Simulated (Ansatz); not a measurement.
# InAs: the cost of one run

Computed with Ansatz 0.2.0 (DFT PBEsol, scalar-relativistic, plane waves, PAW, unless a step's input says otherwise).

The COD entry's cell or inner coordinates are ideal or old and differ from later refinements, so a difference from it is no clean test against experiment.

2 further runs of the same task are left out: 2 set aside as unsound or not needed.

## (1) The system as given

Symmetry: F-43m, No. 216, cubic system. Conventional cell: a = 6.088 Å, b = 6.088 Å, c = 6.088 Å, α = 90.00°, β = 90.00°, γ = 90.00°. In (site symmetry -43m) is surrounded by 4 As at 2.64 Å. Around As (site symmetry -43m) lie 4 In at 2.64 Å.

Coordinates:

```
In As
1.0
     0.00000    3.04393    3.04393
     3.04393    0.00000    3.04393
     3.04393    3.04393    0.00000
In As
1 1
Direct
  0.00000 0.00000 0.00000
  0.75000 0.75000 0.75000
```

It is the result of an earlier relaxation at this level (volume 28.20 Å³/atom; gap on the mesh: none (metal)).

## (2) What is varied

The energy is mapped over two homogeneous strains; x, y and z are the crystal's own axes (z along the conventional c), which in the input's Cartesian frame point along (1.00, 0.00, 0.00), (0.00, 0.00, -1.00), (0.00, 1.00, 0.00).

The axes are (1) normal strain along x: 7 values from −4.00 %; (2) normal strain along y: 7 values from −4.00 %.

Nothing else is relaxed (symmetry fixes all fractional coordinates). Energies count from the relaxed crystal. Points are written as (first, second).

## (3) Grid point (−2.67 %, −2.67 %)

File input.yaml:

```yaml
crystal:
  lattice:
    - [0.0, 3.0439335352, 2.9626605098]
    - [2.9626605098, 0.0, 2.9626605098]
    - [2.9626605098, 3.0439335352, 0.0]
  atoms:
    - { symbol: In, position: [0.0, 0.0, 0.0] }
    - { symbol: As, position: [0.75, 0.75, 0.75] }
basis:
  ecutwfc: 420
kpoints:
  mp_grid: { grid: [12, 12, 12] }
hamiltonian:
  xc: pbesol
  pseudopotentials: { kind: paw, azcp: { folder: soft_1 } }
scf:
  occupations: { method: gaussian, width: 0.15 }
output:
  forces: true
  stress: true
  eigenvalues: true
```

Command:

```console
$ ansatz run input.yaml --threads 1 --pin off --max-ram 2048MiB --backend cpu --events-out ev --progress --plain --runs-dir out
```

Q: Estimate wall time and peak memory on 1 thread of Arm Neoverse N1, shared host.

About 24 s, with a peak of 0.43 GiB.
